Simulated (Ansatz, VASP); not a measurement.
**Two plane-wave programs on Zr**

```xyz
2
Lattice="3.1440 0.0000 0.0000 -1.5720 2.7228 0.0000 0.0000 0.0000 5.0895" Properties=species:S:1:pos:R:3 pbc="T T T"
Zr    0.0000    1.8152    1.2724
Zr    1.5720    0.9076    3.8171
```

Alike in both runs: task single point; functional LDA; k mesh 12 × 12 × 6; occupations gaussian, width 0.6 eV; no spin polarisation.

|  | VASP | Ansatz |
| --- | --- | --- |
| version | VASP 6.6.1 | Ansatz 0.2.0 |
| potentials or method | VASP PAW LDA potentials, release 64 (Zr_sv) | plane waves (420 eV) with PAW, scalar-relativistic |
| plane-wave cutoff (eV) | 520 | 420 |
| valence electrons in the cell | 24 | 24 |

Ansatz gave:

* pressure (GPa): 0.7
* largest component of the traceless stress (GPa): 0.74

Problem. Which values does VASP return?

Solution. Pressure (GPa): 0.8; largest component of the traceless stress (GPa): 0.77.

Ansatz warned: «pseudo_functional_mismatch».
